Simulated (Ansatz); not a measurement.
An element in the fcc structure gives these cold pressures by all-electron LAPW under PBE (Ansatz 0.2.0, scalar-relativistic, no spin polarisation).

```
V (Å³/atom)  P (GPa)
      73.74     0.02
      66.37     0.48
      58.99     1.24
      51.62     2.52
      44.25     4.77
      36.87     8.91
      29.50    16.12
```

Task: Which element is it?

Result: K. Its zero-pressure volume in this structure is near 73.7 Å³/atom; the volume and the steepness of P(V) together point to it, though neighbours can come close. This is the case that was computed; others weren't tested.
